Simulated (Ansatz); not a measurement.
# The MXene Nb3C2: bands and core levels, part 3 of 3

What would XPS and angle-resolved spectra of the MXene Nb3C2 look like?

Ansatz 0.2.0; DFT, PBE, plane-wave PAW, default files, scalar-relativistic.

So far. Step 3 (Layer-resolved bands, DOS and potential): The largest force component on a free atom is 0.017 eV/Å, so the atoms are at rest for these settings too. At the Fermi level the DOS is 4.27 states/eV a cell, and on the broadened curves Nb 4d holds 80 % of the total there.

## 4. Core holes

System of this step: Nb3C2. The cell holds 20 atoms: 12 Nb and 8 C. Cell: a = 6.321 Å, b = 6.321 Å, c = 19.800 Å, α = 90.0°, β = 90.0°, γ = 120.0°. It derives from Nb3C2. How the cell was made: MXene sheet; termination: bare; lattice typed at the start. Regions: L1, 4 atoms (4 Nb); L2, 4 atoms (4 C); L3, 4 atoms (4 Nb); in, 4 atoms (4 C); rest, 4 atoms (4 Nb). Vacuum lies along c.

XPS shifts tell sites apart. Each chosen atom gets a core hole in a self-consistent pass of its own, in a cell repeated 2×2×1 to part the hole from its images.

input.yaml reads:

```yaml
crystal:
  lattice:
    - [6.3214386068, 0.0, 0.0]
    - [-3.1607193034, 5.4745264219, 0.0]
    - [0.0, 0.0, 19.8]
  atoms:
    - { symbol: Nb, position: [0.1666666667, 0.3333333333, 0.6234498601] }
    - { symbol: Nb, position: [0.1666666667, 0.8333333333, 0.6234498601] }
    - { symbol: Nb, position: [0.6666666667, 0.3333333333, 0.6234498601] }
    - { symbol: Nb, position: [0.6666666667, 0.8333333333, 0.6234498601] }
    - { symbol: C, position: [0.0, 0.0, 0.5684650801] }
    - { symbol: C, position: [0.0, 0.5, 0.5684650801] }
    - { symbol: C, position: [0.5, 0.0, 0.5684650801] }
    - { symbol: C, position: [0.5, 0.5, 0.5684650801] }
    - { symbol: Nb, position: [0.3333333333, 0.1666666667, 0.5] }
    - { symbol: Nb, position: [0.3333333333, 0.6666666667, 0.5] }
    - { symbol: Nb, position: [0.8333333333, 0.1666666667, 0.5] }
    - { symbol: Nb, position: [0.8333333333, 0.6666666667, 0.5] }
    - { symbol: C, position: [0.1666666667, 0.3333333333, 0.4315349199] }
    - { symbol: C, position: [0.1666666667, 0.8333333333, 0.4315349199] }
    - { symbol: C, position: [0.6666666667, 0.3333333333, 0.4315349199] }
    - { symbol: C, position: [0.6666666667, 0.8333333333, 0.4315349199] }
    - { symbol: Nb, position: [0.0, 0.0, 0.3765501399] }
    - { symbol: Nb, position: [0.0, 0.5, 0.3765501399] }
    - { symbol: Nb, position: [0.5, 0.0, 0.3765501399] }
    - { symbol: Nb, position: [0.5, 0.5, 0.3765501399] }
kpoints:
  mp_grid: { grid: [6, 6, 1] }
scf:
  occupations: { method: fermi_dirac, width: 0.05 }
  n_extra_bands: 8
hamiltonian:
  xc: pbe
  pseudopotentials: { kind: paw }
output:
  forces: true
  write_potential: true
  volumetric_format: []
  core_levels:
    shells: { C: "1s", Nb: "3d" }
    counted_from: fermi_level
    add_spin: false
```

Started as:

```sh
$ ansatz run input.yaml --threads 4 --pin off --max-ram 6144MiB --backend cpu --events-out ev --progress --plain --runs-dir out
```

Numbers of over 12 decimals in the logs are rounded to 6 here.

The program printed:

```text
[...]
Crystal: 20 atoms, lattice volume = 685.216 Å³
Basis set: ecut = 420 eV, 13411 PW (Γ), exchange–correlation on 90×90×270 points (8 copies of the dense FFT grid, shifted against one another)
Bands: 102, of which v1, the nominal top of the filled ones, is band 94 counted from 1 (93 counted from 0)
Symmetry: 48 space group operations
[...]
k-points: 7 of 36
[...]
SCF iter   1: F=—  HF=-56635.884131 eV  |F-HF|=—  |Δ(HF+E_count)|=         —  Δρ=4.87e-3  dr2=5.92e-1  ethr=1.77e-3  ⟨swp⟩=7.3  Hψ=3336  notcnv=0
[...]
SCF iter   8: F=-56635.840344 eV  HF=-56635.840344 eV  |F-HF|=2.76e-8  |Δ(HF+E_count)|=   3.03e-7  Δρ=3.09e-6  dr2=8.29e-8  ethr=5.32e-11  ⟨swp⟩=16.0  Hψ=6970  notcnv=0
SCF 1 converged in 8 iterations: F = -56635.840344 eV  dr2 = 8.29e-8
[...]
── core hole 1/3: 3d of Nb 0 ──
── 3d of Nb 0: 202.179 eV over the cell without the hole, in 12 iterations ──
── core hole 2/3: 1s of C 4 ──
── 1s of C 4: 282.534 eV over the cell without the hole, in 11 iterations ──
── core hole 3/3: 3d of Nb 8 ──
── 3d of Nb 8: 202.744 eV over the cell without the hole, in 12 iterations ──
SCF converged after 8 iterations
Free energy (F): -56635.840344 eV
[...]
Internal energy: -56635.703865 eV  (E = F + TS)
E sigma→0 (E₀):  -56635.772104 eV
Entropy (-TS):   -0.136479 eV (-6.824 meV/atom)
Fermi energy:    3.980853 eV
[...]
--- Forces (eV/Å), atoms counted from 1 ---
  atom   1  Nb    -0.00000000     0.00000000     0.01705093
  atom   2  Nb    -0.00000000     0.00000000     0.01705093
  atom   3  Nb     0.00000000     0.00000000     0.01705093
  atom   4  Nb    -0.00000000     0.00000000     0.01705093
  atom   5  C     -0.00000000    -0.00000000    -0.00132328
  atom   6  C     -0.00000000    -0.00000000    -0.00132328
  atom   7  C     -0.00000000    -0.00000000    -0.00132328
  atom   8  C      0.00000000    -0.00000000    -0.00132328
  atom   9  Nb     0.00000000    -0.00000000     0.00000000
  atom  10  Nb     0.00000000    -0.00000000     0.00000000
  atom  11  Nb     0.00000000     0.00000000     0.00000000
  atom  12  Nb     0.00000000     0.00000000     0.00000000
  atom  13  C     -0.00000000     0.00000000     0.00132328
  atom  14  C     -0.00000000     0.00000000     0.00132328
  atom  15  C      0.00000000     0.00000000     0.00132328
  atom  16  C      0.00000000     0.00000000     0.00132328
  atom  17  Nb    -0.00000000    -0.00000000    -0.01705093
  atom  18  Nb    -0.00000000    -0.00000000    -0.01705093
  atom  19  Nb    -0.00000000    -0.00000000    -0.01705093
  atom  20  Nb    -0.00000000    -0.00000000    -0.01705093
  max |Σ_I F_I| component: 1.76e-17 eV/Å
--- Band table (eV; the first three rows and the last of 7) ---
  k-point 0: bands = [... 90 lower, 4.0828, 4.1019, 4.1019, 4.1019, 4.6775, 4.6775, 4.6775, 4.8861, ... 4 higher]
  k-point 1: bands = [... 90 lower, 3.9129, 3.9129, 3.9929, 3.9929, 4.3597, 4.3597, 4.5079, 4.5776, ... 4 higher]
  k-point 2: bands = [... 90 lower, 3.6592, 3.6592, 3.7113, 3.9572, 4.0354, 4.0354, 4.4674, 4.4700, ... 4 higher]
  k-point 6: bands = [... 90 lower, 3.4769, 3.5321, 3.5321, 3.7404, 3.7404, 3.7404, 4.5236, 4.5236, ... 4 higher]
--- Core levels from the Fermi level (as output.core_levels.counted_from types it; a hole's nearest image at 6.3 Å) ---
  the holes have no spin, as output.core_levels.add_spin types it
  atom         alike  shell      binding/eV   shift/eV difference/eV images/eV   SCF
  Nb 0             8     3d         202.179     +0.000       202.179         –    12
  C 4              8     1s         282.534     +0.000       282.534         –    11
  Nb 8             4     3d         202.744     +0.564       202.744         –    12
  the dataset of Nb with a 3d hole: scattering error 0.003 eV; free atom: scalar-relativistic, large and small components
  the two lines of Nb's 3d: 3d3/2 +1.656 eV and 3d5/2 -1.104 eV off its levels, 2 : 3 in strength
  the dataset of C with a 1s hole: scattering error 0.003 eV (0.001 eV in the local channel); free atom: scalar-relativistic, large and small components
```

It took 67 s on 4 threads of Arm Neoverse V2, shared host; peak memory 2.1 GiB.

This step gave:

```
free energy             : -56635.8403 eV
energy at zero smearing : -56635.7721 eV
smearing term TS        : 0.1365 eV
symmetry operations     : 48
```

Levels are total-energy differences with one electron taken from the core. The electron goes to the Fermi level, so the difference is a binding energy from E_F. The hole's nearest image is 6.3 Å away, and the holes carry no spin, so absolute levels are rough.

```csv
atom,region,shell,level (eV),shift (eV),"potential at nucleus, shift (V)",j lines (eV),doubts
Nb1,layer 1,3d,202.18,-0.56,-0.25,203.84 / 201.08,-
C5,layer 2,1s,282.53,-,+0.00,-,-
Nb9,layer 3,3d,202.74,+0.00,+0.00,204.40 / 201.64,-
```

Levels of p, d and f shells are means over their two j lines, weighted by degeneracy; the splitting comes from the atom's own solve. Shifts count from the last listed atom of each element. A higher potential at the nucleus binds core electrons more tightly, so that column is a rough initial-state shift.

The intensity has structure finer than the step of the table below, so its rows give means over 0.25 eV, whole bins alone (the curve runs from 200 to 206 eV). Peaks (eV: height): 201.084: 99.9, 201.613: 100, 203.862: 66.7, 204.392: 66.6.

The Nb 3d lines of the listed atoms alone (other atoms of the cell aren't counted), as Gaussians 0.5 eV wide, no depth weighting. The intensity by Nb 3d level; means over each step:

```csv
Nb 3d level (eV),intensity (%)
200.00,8.3e-4
200.25,0.103
200.50,3.46
200.75,32.2
201.00,88.0
201.25,88.0
201.50,90.8
201.75,82.0
202.00,25.4
202.25,2.28
202.50,0.0564
202.75,8.2e-4
203.00,0.0571
203.25,2.04
203.50,20.0
203.75,57.6
204.00,59.2
204.25,60.0
204.50,56.0
204.75,18.2
205.00,1.73
205.25,0.0455
205.50,3.2e-4
```

## 5. A slab without images along the normal

System of this step: Nb3C2. The cell holds 5 atoms: 3 Nb and 2 C. Cell: a = 3.161 Å, b = 3.161 Å, c = 19.800 Å, α = 90.0°, β = 90.0°, γ = 120.0°. It derives from Nb3C2. How the cell was made: MXene sheet; termination: bare; lattice typed at the start. Regions: L1, 1 atom (1 Nb); L2, 1 atom (1 C); L3, 1 atom (1 Nb); in, 1 atom (1 C); rest, 1 atom (1 Nb). Vacuum lies along c.

Cutting the Coulomb interaction along the normal removes the images by another route.

input.yaml reads:

```yaml
crystal:
  lattice:
    - [3.1607193034, 0.0, 0.0]
    - [-1.5803596517, 2.737263211, 0.0]
    - [0.0, 0.0, 19.8]
  atoms:
    - { symbol: Nb, position: [0.3333333333, 0.6666666667, 0.6234498601] }
    - { symbol: C, position: [0.0, 0.0, 0.5684650801] }
    - { symbol: Nb, position: [0.6666666667, 0.3333333333, 0.5] }
    - { symbol: C, position: [0.3333333333, 0.6666666667, 0.4315349199] }
    - { symbol: Nb, position: [0.0, 0.0, 0.3765501399] }
  periodic: [true, true, false]
kpoints:
  mp_grid: { grid: [12, 12, 1] }
scf:
  occupations: { method: fermi_dirac, width: 0.05 }
  n_extra_bands: 8
hamiltonian:
  xc: pbe
  pseudopotentials: { kind: paw }
output:
  forces: true
  write_potential: true
  volumetric_format: []
  dos:
    projected: true
    de: 0.05
    e_range: [-30, 12]
    method: { smearing: { sigma: 0.15, scheme: gaussian } }
```

The program printed:

```text
Warning: crystal.periodic: the lattice vector that does not repeat stood 0.000° off the slab's normal, 19.800 Å along it as the deck builds it. The run solves the slab on a vector along the normal, 33.577 Å long, with every atom where it was (on the deck's vector they left 14.91 Å outside them, and the widest stretch free of ions among them is 1.36 Å). A fractional position that the run reports is one of the run's ce [...]
crystal.periodic: the lattice vector that does not repeat stood 0.000° off the slab's normal, 19.800 Å along it as the deck builds it. The run solves the slab on a vector along the normal, 33.577 Å long, with every atom where it was (on the deck's vector they left 14.91 Å outside them, and the widest stretch free of ions among them is 1.36 Å). A fractional position that the run reports is one of the run's cell, which [...]
[...]
Crystal: 5 atoms, lattice volume = 290.501 Å³
Basis set: ecut = 420 eV, 5609 PW (Γ), exchange–correlation on 48×48×450 points (8 copies of the dense FFT grid, shifted against one another)
Bands: 32, of which v1, the nominal top of the filled ones, is band 24 counted from 1 (23 counted from 0)
Symmetry: 12 space group operations
[...]
k-points: 19 of 144
[...]
SCF iter   1: F=—  HF=-14158.968440 eV  |F-HF|=—  |Δ(HF+E_count)|=         —  Δρ=3.74e-3  dr2=1.42e-1  ethr=1.77e-3  ⟨swp⟩=12.8  Hψ=4452  notcnv=0
[...]
SCF iter   8: F=-14158.960102 eV  HF=-14158.960102 eV  |F-HF|=3.83e-8  |Δ(HF+E_count)|=   1.76e-7  Δρ=1.62e-6  dr2=1.72e-8  ethr=2.13e-10  ⟨swp⟩=24.4  Hψ=6958  notcnv=0
SCF 1 converged in 8 iterations: F = -14158.960102 eV  dr2 = 1.72e-8
[...]
WARN: The input density's exchange-correlation potential varies sharply where the density is thin. Do not read a vacuum level from v_tot or v_xc, or from such a field of the output density. On a cell that repeats whose density bears no net charge and no dipole along the vacuum's axis use v_es (v_loc + v_h of the components); under efield.dipole_correction with no amplitude use v_es + v_field, which holds any external [...]
SCF converged after 8 iterations
Free energy (F): -14158.960102 eV
[...]
Internal energy: -14158.925981 eV  (E = F + TS)
E sigma→0 (E₀):  -14158.943042 eV
Entropy (-TS):   -0.034121 eV (-6.824 meV/atom)
Fermi energy:    -4.601859 eV
[...]
--- Forces (eV/Å), atoms counted from 1 ---
  atom   1  Nb     0.00000000    -0.00000000     0.01710549
  atom   2  C     -0.00000000     0.00000000    -0.00125464
  atom   3  Nb    -0.00000000     0.00000000     0.00000000
  atom   4  C      0.00000000    -0.00000000     0.00125464
  atom   5  Nb    -0.00000000     0.00000000    -0.01710549
  max |Σ_I F_I| component: 3.47e-18 eV/Å
--- Band table (eV; the first three rows and the last of 19) ---
  k-point 0: bands = [... 20 lower, -5.5451, -5.4332, -5.4332, -5.1128, -5.0640, -3.6967, -3.6967, -3.5835, ... 4 higher]
  k-point 1: bands = [... 20 lower, -5.7768, -5.5578, -5.2915, -5.0050, -4.9422, -4.0749, -3.8717, -3.3490, ... 4 higher]
  k-point 2: bands = [... 20 lower, -6.4003, -5.6237, -5.1800, -4.8714, -4.6255, -4.1153, -3.7513, -3.1889, ... 4 higher]
  k-point 18: bands = [... 20 lower, -5.5848, -5.3371, -5.0507, -5.0507, -3.3041, -3.3041, -2.4894, -1.9477, ... 4 higher]
  the weakly bound empty levels are not read free of the cell's end (no_gap_told)
```

The job ended after 4.2 s (4 threads; peak memory 0.69 GiB; 16 s of CPU time).

This step gave:

| Quantity | Value |
| --- | --- |
| free energy | -14158.9601 eV |
| energy at zero smearing | -14158.9430 eV |
| smearing term TS | 0.03412 eV |
| Fermi energy | -4.602 eV |
| symmetry operations | 12 |

The DOS has structure finer than the step of the table below, so its rows give means over 1 eV, whole bins alone (the curve runs from -14.4 to 2.23 eV). Peaks (eV: height): total -4.9: 6.01, -4.4: 7.96, -0.5: 5.85, 1.4: 5.54; Nb 4d -4.4: 3.75, -2.0: 1.48, -0.5: 4.45, 1.4: 4.38; C 2p -5.9: 1.29, -4.9: 2.92, -4.4: 3.88; C 2s -11.1: 2.64; Nb 5s -11.0: 0.546, -4.9: 0.497, -0.5: 0.935, 1.2: 0.389.

* holds the states left over by the projection beside any projected weight of its own. Table of DOS by E, zero at the Fermi level; means over each step; values in states/eV/cell:

```csv
E (eV),total,Nb 4d,C 2p,C 2s,Nb 5s,Nb 5p*
-13,0.0329,3.1e-4,2.8e-4,0.0133,0.0181,7.9e-4
-12,0.844,0.148,0.00902,0.405,0.252,0.0298
-11,3.04,0.836,0.0153,1.78,0.285,0.126
-10,0.0809,0.0191,1.9e-4,0.0552,0.00265,0.00383
-9,0,0,0,0,0,0
-8,0,0,0,0,0,0
-7,0.231,0.0977,0.0947,0.00160,0.0342,0.00310
-6,1.73,0.711,0.765,0.0229,0.200,0.0330
-5,3.58,1.48,1.74,0.0219,0.247,0.0911
-4,5.88,2.79,2.82,0.0456,0.0561,0.166
-3,1.17,0.724,0.426,0.00297,0.00439,0.0179
-2,1.10,0.965,0.0957,0.00330,0.0203,0.0116
-1,2.76,2.24,0.0888,0.0262,0.341,0.0651
0,4.00,3.18,0.245,0.0750,0.368,0.133
1,3.54,2.83,0.308,0.0371,0.276,0.0865
```

Maxima picked by a test of local sharpness, so broad peaks and shoulders can be missing; peaks within 0.45 eV of a curve's cut are left out. Valence peaks, by row:

```csv
photon energy (eV),binding energy (eV),height (% of the maximum within 13 eV),main shell,its share (%)
21.2,5.85,28.25,Nb 4d,51.23
21.2,4.35,100,Nb 4d,52.64
21.2,2.7,20.8,Nb 4d,73.84
21.2,2,25.73,Nb 4d,89.07
21.2,1.25,36.17,Nb 4d,94.45
21.2,0.45,76.48,Nb 4d,95.23
40.8,11.05,28.89,C 2s,58.44
40.8,5.85,28.64,Nb 4d,50.93
40.8,4.35,100,Nb 4d,52.56
40.8,2.7,21.1,Nb 4d,73.98
40.8,2,26.13,Nb 4d,88.96
40.8,1.25,37.22,Nb 4d,94.09
40.8,0.45,81.81,Nb 4d,94.23
1487,11.1,37.86,C 2s,53.66
1487,5.9,21.02,Nb 4d,87.05
1487,4.35,69.39,Nb 4d,95.8
1487,2,29.46,Nb 4d,97.94
1487,1.2,45.33,Nb 4d,94.5
1487,0.45,100,Nb 4d,90.84
8048,11.1,54.47,C 2s,51.51
8048,5.9,24.08,Nb 5s,61.03
8048,4.8,44.6,Nb 4d,47.84
8048,2,16.38,Nb 4d,80.07
8048,0.5,100,Nb 5s,56.17
```

From the Fermi level. Planar mean, electrostatic potential against z:

z (Å), planar mean, electrostatic potential (eV) and a bar from the least value:
```
        0        4.6 ##############################
        2        4.6 ##############################
        4        4.6 ##############################
        6        2.4 ###########################
        8      -13.5 ########
       10      -19.8 
       12      -16.5 ####
       14        3.2 ############################
       16        4.6 ##############################
       18        4.6 ##############################
       20        4.6 ##############################
       22        4.6 ##############################
       24        4.6 ##############################
       26        4.6 ##############################
       28        4.6 ##############################
       30        4.6 ##############################
       32        4.6 ##############################
```

Spectra as before, but with a recipe of its own (widths, and in some runs the light), which changes peak heights and what is resolved: Gaussian 0.1 eV, Lorentzian 0.1 eV plus 0.05 times the binding energy, linear light, analyser at 0°, emission 45° from the normal, Fermi edge at 300 K; some photon energies differ too.

The work function move by 0.00 eV at most against the base run, so this change doesn't matter for them.

## 6. What came out

- work function: 4.60 eV
- Nb 4d centre of the filled part above −10 eV, from the plotted curve, layer 1: -2.43 eV
- Nb 4d centre of the filled part above −10 eV, from the plotted curve, layer 3: -3.43 eV
- Nb core shifts among the listed atoms, from the last listed one: -0.56 to +0.00 eV

In words: The Fermi level of the MXene Nb3C2 lies 4.60 eV below the vacuum. Core shifts: Nb -0.56 to +0.00 eV. Among the sites run, the most bound Nb 3d level is that of Nb9 (layer 3), bonded to 6 C; the least bound, 0.56 eV shallower, that of Nb1 (layer 1), bonded to 3 C. That is the order that electronegative neighbours give as a rule, though screening of the hole enters too. At 21.2 eV the valence spectrum has its highest listed peaks within 10.8 eV at 0.2 eV (Nb 4d), 0.5 eV (Nb 4d), 1.2 eV (Nb 4d), 4.3 eV (Nb 4d) and 5.8 eV (Nb 4d). At 1486.7 eV the valence spectrum has its highest listed peaks within 13 eV at 0.5 eV (Nb 4d), 1.2 eV (Nb 4d), 2.0 eV (Nb 4d), 4.3 eV (Nb 4d) and 11.1 eV (C 2s). The shell named is the one with most of the intensity, cross sections included, not always the one with most states there. In the main run, from 1486.7 eV towards hard X-rays the Nb 5s share grows by 20 points, as its cross section falls more slowly with photon energy than those of the shells it gains on. With Coulomb interaction cut along the normal, the work function stays within 0.02 eV. Small or evenly spaced maxima in the DOS and spectra can be ripples of the k-mesh.

[Logs are printed without paths, hosts, clocks, repeated set-up lines and the standing remarks that a program may print on its own settings, such as how far it seeks lower states.]

[Hosts, paths, dates, database ids (printed as entryN), source tags and the programs' standing remarks are cut or masked in the printed files.]

[Maps of the electrostatic potential energy from Ansatz leave out the sawtooth potential of an applied field or a dipole correction, so their vacuum need not be flat; work functions include it.]
